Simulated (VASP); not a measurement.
Method: PBEsol GGA, VASP's PBE PAW potentials (set 64) (plane waves; VASP).

VASP ran on this input.

File POSCAR:
```
CsBr
1
    4.2481745737     0.0000000000     0.0000000000
    0.0000000000     4.2481745737     0.0000000000
    0.0000000000     0.0000000000     4.2481745737
Cs Br
1 1
Direct
  0.0000000000   0.0000000000   0.0000000000
  0.5000000000   0.5000000000   0.5000000000
```

**INCAR**
```
SYSTEM = CsBr
PREC = Accurate; ENCUT = 500; LREAL = F
LASPH = T
EDIFF = 1E-6; NELM = 100; ALGO = Normal
LMAXMIX = 4
ISMEAR = 0; SIGMA = 0.05
GGA = PS
IBRION = 2; NSW = 40; ISIF = 3
EDIFFG = -0.02; PSTRESS = 50
LWAVE = F; LCHARG = F
```

### KPOINTS
```
Automatic mesh
0
Gamma
6 6 6
0 0 0
```

POTCAR, in this order: Cs_sv Br (PBE.64 set). Program: vasp_std.

The resulting files:

### OSZICAR
```
       N       E                     dE             d eps       ncg     rms          rms(c)
DAV:   1     0.934005984428E+02    0.93401E+02   -0.64991E+03   480   0.110E+03
DAV:   2     0.105810109957E+00   -0.93295E+02   -0.87297E+02   736   0.175E+02
DAV:   3    -0.652339758949E+01   -0.66292E+01   -0.66081E+01   596   0.546E+01
DAV:   4    -0.658729960222E+01   -0.63902E-01   -0.63868E-01   568   0.622E+00
DAV:   5    -0.658781692074E+01   -0.51732E-03   -0.51727E-03   592   0.567E-01    0.170E+00
DAV:   6    -0.638124068522E+01    0.20658E+00   -0.31452E-01   528   0.294E+00    0.971E-01
DAV:   7    -0.634620942991E+01    0.35031E-01   -0.15068E-01   608   0.206E+00    0.511E-01
DAV:   8    -0.634701147316E+01   -0.80204E-03   -0.88707E-03   548   0.676E-01    0.822E-02
DAV:   9    -0.634721734113E+01   -0.20587E-03   -0.15710E-03   608   0.248E-01    0.635E-02
DAV:  10    -0.634724322236E+01   -0.25881E-04   -0.95448E-05   556   0.776E-02    0.147E-02
DAV:  11    -0.634724808867E+01   -0.48663E-05   -0.34492E-05   572   0.355E-02    0.478E-03
DAV:  12    -0.634724761885E+01    0.46983E-06   -0.60102E-06   556   0.156E-02
   1 F= -.39546675E+01 E0= -.39546675E+01  d E =-.395467E+01
       N       E                     dE             d eps       ncg     rms          rms(c)
DAV:   1    -0.912867830404E+01   -0.27814E+01   -0.58651E+01   480   0.535E+01    0.858E+00
DAV:   2    -0.679941661235E+01    0.23293E+01   -0.30173E+00   496   0.108E+01    0.338E+00
DAV:   3    -0.621173491710E+01    0.58768E+00   -0.18108E+00   480   0.818E+00    0.156E+00
DAV:   4    -0.620130161189E+01    0.10433E-01   -0.43152E-02   512   0.147E+00    0.515E-01
DAV:   5    -0.620059811476E+01    0.70350E-03   -0.57913E-03   536   0.524E-01    0.200E-01
DAV:   6    -0.620062258911E+01   -0.24474E-04   -0.70077E-04   524   0.182E-01    0.443E-02
DAV:   7    -0.620062065809E+01    0.19310E-05   -0.25052E-05   552   0.418E-02    0.335E-02
DAV:   8    -0.620061332590E+01    0.73322E-05   -0.30790E-05   520   0.321E-02    0.632E-03
DAV:   9    -0.620061200150E+01    0.13244E-05   -0.25205E-06   424   0.120E-02    0.330E-03
DAV:  10    -0.620061205759E+01   -0.56089E-07   -0.23023E-07   264   0.345E-03
   2 F= -.41992969E+01 E0= -.41992969E+01  d E =-.244629E+00
       N       E                     dE             d eps       ncg     rms          rms(c)
DAV:   1    -0.619054623594E+01    0.10066E-01   -0.24038E-01   484   0.325E+00    0.509E-01
DAV:   2    -0.618068970792E+01    0.98565E-02   -0.13305E-02   484   0.722E-01    0.215E-01
DAV:   3    -0.617821293708E+01    0.24768E-02   -0.78003E-03   492   0.541E-01    0.862E-02
DAV:   4    -0.617818417430E+01    0.28763E-04   -0.18613E-04   488   0.949E-02    0.278E-02
DAV:   5    -0.617818396743E+01    0.20687E-06   -0.27044E-05   536   0.349E-02    0.132E-02
DAV:   6    -0.617818437053E+01   -0.40311E-06   -0.18653E-06   404   0.932E-03
   3 F= -.42004793E+01 E0= -.42004793E+01  d E =-.245812E+00
```

OUTCAR:
```
------------------------ aborting loop because EDIFF is reached ----------------------------------------
  FORCE on cell =-STRESS in cart. coord.  units (eV):
  Direction    XX          YY          ZZ          XY          YZ          ZX
  --------------------------------------------------------------------------------------
  Total        1.9730004      1.9730004      1.9730004      0.0000000      0.0000000      0.0000000
  in kB       49.8810580     49.8810580     49.8810580      0.0000000      0.0000000      0.0000000
  external PRESSURE =      -0.1189420 kB  Pullay stress =      50.0000000 kB
  volume of cell :       63.37
      direct lattice vectors                 reciprocal lattice vectors
     3.986888003 -0.000000000  0.000000000     0.250822195  0.000000000 -0.000000000
    -0.000000000  3.986888003 -0.000000000     0.000000000  0.250822195 -0.000000000
     0.000000000  0.000000000  3.986888003    -0.000000000  0.000000000  0.250822195
 POSITION                                       TOTAL-FORCE (eV/Angst)
 -----------------------------------------------------------------------------------
      0.00000      0.00000      0.00000         0.000000     -0.000000      0.000000
      1.99344      1.99344      1.99344        -0.000000      0.000000      0.000000
 -----------------------------------------------------------------------------------
    total drift:                                0.000000      0.000000     -0.000000
  FREE ENERGIE OF THE ION-ELECTRON SYSTEM (eV)
  ---------------------------------------------------
  free  energy   TOTEN  =        -6.1781843705 eV

  energy  without entropy=       -6.1781843705  energy(sigma->0) =       -6.17818437
  enthalpy is  TOTEN    =        -4.2004792873 eV   P V=        1.9777050832

 reached required accuracy - stopping structural energy minimisation
```
(Selected blocks of OUTCAR.)

File CONTCAR:
```
CsBr
   1.00000000000000
     3.9868880032686089   -0.0000000000000000    0.0000000000000000
    -0.0000000000000000    3.9868880032686089   -0.0000000000000000
     0.0000000000000000    0.0000000000000000    3.9868880032686089
  Cs              Br
     1     1
Direct
     0.0000000000000000    0.0000000000000000    0.0000000000000000
     0.5000000000000000    0.5000000000000000    0.5000000000000000
```

Energy and stress use the plane-wave basis of the starting cell.

The compound is CsBr in the CsCl type structure. This run relaxes it under an external pressure of 5 GPa. Symmetry was kept, so distortions that lower it aren't found.
